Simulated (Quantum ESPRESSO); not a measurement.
The system is Na.

```
Na
1.0
    -2.14100    2.14100    2.14100
     2.14100   -2.14100    2.14100
     2.14100    2.14100   -2.14100
Na
1
Direct
  0.00000 0.00000 0.00000
```

Base run:

| Quantity | Value |
| --- | --- |
| Program | Quantum ESPRESSO 7.5 |
| Functional | PBEsol |
| Potentials or basis | PseudoDojo 0.4.1 SR PBEsol standard |
| Cutoff | 1197 eV |
| Density cutoff | 4789 eV |
| k mesh | 9 × 9 × 9 |
| Occupations | fermi-dirac, width 0.05 eV |
| Spin | no spin polarisation |

Its results: band gap on the k mesh none (metal or under the smearing width); pressure -0.5 GPa.

Task: The run is repeated on the same cell with these changes: functional from PBEsol to LDA; potentials or basis from PseudoDojo 0.4.1 SR PBEsol standard to PseudoDojo 0.4.1 SR LDA standard. What comes out?

Result: Band gap on the k mesh none (metal or under the smearing width); pressure -1.1 GPa.

Not every run made on this cell is shown here.
